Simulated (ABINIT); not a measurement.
**ZnO (zincite): single point with PBEsol**

**The experiment to reproduce.**

From “Electronic structure of alkaline earth and post-transition metal oxides”, 2009, arxiv:0908.1581, for a bulk crystal of ZnO: band gap 3.37 eV.

The system is ZnO (zincite).

```
CELL_PARAMETERS angstrom
3.24931 0.00000 0.00000
-1.62465 2.81398 0.00000
0.00000 0.00000 5.20571
ATOMIC_POSITIONS crystal
Zn 0.66667 0.33333 0.00000
Zn 0.33333 0.66667 0.50000
O 0.33333 0.66667 0.87901
O 0.66667 0.33333 0.37901
```

```json
{"Program": "ABINIT 10.8.3 (patched build)", "Task": "single point", "Functional": "PBEsol", "Potentials or basis": "PseudoDojo NC SR PBEsol v0.4.1 standard", "Cutoff": "1034 eV", "k mesh": "7 × 7 × 4", "Occupations": "fermi-dirac, width 0.05 eV", "Spin": "no spin polarisation"}
```

```
Pressure                                              : -3.0 GPa
Largest force                                         : 0.062 eV/Å
Band gap on the k mesh                                : 0.76 eV, direct
Valence electrons inside the program's atomic spheres : Zn 18.17; O 6.23
```

Forces on the atoms (eV/Å):
```
Zn   0.000  0.000 -0.062
Zn   0.000  0.000 -0.062
O    0.000  0.000  0.062
O    0.000  0.000  0.062
```

Stress tensor (GPa, compression positive):
```
-3.50  0.00  0.00
 0.00 -3.50  0.00
 0.00  0.00 -1.90
```

Levels at points of the mesh, in eV from the valence-band top:
```
           k point  band 24  band 25  band 26  band 27  band 28  band 29
(0.00, 0.00, 0.00)    -0.07     0.00     0.00     0.76     5.18     8.18
(0.00, 0.00, 0.50)    -0.40    -0.40    -0.40     3.43     3.43    10.04
```

Wall time 77 s on 1 thread of AMD EPYC 9R14 (Zen 4) (shared host), peak memory 0.12 GiB.

A measured gap of ZnO is 3.37 eV (quoted in “Electronic structure of alkaline earth and post-transition metal oxides”, 2009, arxiv:0908.1581); the calculated 0.76 eV misses it by -2.61 eV. So large a miss can be the level of theory's own, or it may mean another phase, state or a wrong row. The value is that of PBEsol, without temperature or zero-point motion. Semilocal functionals fall short of measured gaps as a rule.
